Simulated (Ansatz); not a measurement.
# Ir: pressure up to the limit of the methods

One table from this session's results is given with a row withheld; the runs are named, their logs left out.

Computed with Ansatz 0.2.0 (DFT PBE, with the methods named in each step, unless a step's input says otherwise).

## The starting structure

Symmetry: P6/mmm, No. 191, hexagonal system. Conventional cell: a = 4.328 Å, b = 4.328 Å, c = 2.683 Å, α = 90.00°, β = 90.00°, γ = 120.00°. Ir (site symmetry 6/mmm) has 14 Ir at 2.68 to 2.84 Å as nearest neighbours. Ir (site symmetry -6m2) is surrounded by 11 Ir at 2.50 to 2.84 Å.

Coordinates:

```
Ir
1.0
     4.32772    0.00000    0.00000
    -2.16386    3.74791    0.00000
     0.00000    0.00000    2.68318
Ir
3
Direct
  0.00000 0.00000 0.00000
  0.33333 0.66667 0.50000
  0.66667 0.33333 0.50000
```

Whether this phase is the stable one at these pressures isn't tested.

Atoms are numbered in the order of the input: Ir1, Ir2, Ir3.

The first run:

input.yaml

```yaml
crystal:
  lattice:
    - [4.3277169476, 0.0, 0.0]
    - [-2.1638584738, 3.747912817, 0.0]
    - [0.0, 0.0, 2.6831845075]
  atoms:
    - { symbol: Ir, position: [0.0, 0.0, 0.0] }
    - { symbol: Ir, position: [0.3333333333, 0.6666666667, 0.5] }
    - { symbol: Ir, position: [0.6666666667, 0.3333333333, 0.5] }
kpoints:
  mp_grid: { grid: [8, 8, 11] }
scf:
  occupations: { method: fermi_dirac, width: 0.08 }
hamiltonian:
  xc: pbe
  pseudopotentials: { kind: paw }
output:
  forces: true
  stress: true
relax:
  f_tol: 0.005
  max_steps: 40
  cell: {}
```

Launch:

```console
ansatz run input.yaml --threads 1 --pin off --max-ram 3072MiB --backend cpu --events-out ev --progress --plain --runs-dir out
```

Steps of the session up to this table: Cell relaxed at zero pressure, PAW; Volume scaled by 1, PAW; Shape and atoms relaxed at 0.95 of the volume, PAW; Volume scaled by 0.95, PAW; Shape and atoms relaxed at 0.85 of the volume, PAW; Volume scaled by 0.85, PAW; Shape and atoms relaxed at 0.75 of the volume, PAW; Volume scaled by 0.75, PAW; Shape and atoms relaxed at 0.4 of the volume, PAW; Volume scaled by 0.4, PAW; Volume scaled by 0.4, PAW (level accurate).

One of the session's tables, all rows but one given; the rest of the session is left out.

| method | volume over the first | volume (Å³/atom) | pressure (GPa) |
| --- | --- | --- | --- |
| PAW | 1 | 14.968 | 0.00 |
| PAW | 0.95 | 14.220 | 18.71 |
| PAW | 0.85 | 12.723 | 78.28 |
| PAW | 0.75 | ? | ? |
| PAW | 0.4 | 5.987 | 2484.19 |
| PAW (level accurate) | 0.4 | 5.987 | 2471.07 |

Q: Estimate the row for PAW, 0.75 from the others.

**Answer.** volume (Å³/atom): 11.226; pressure (GPa): 187.92. In the column «volume (Å³/atom)» it lies between PAW (level accurate), 0.4 (5.987) and PAW, 0.85 (12.723).
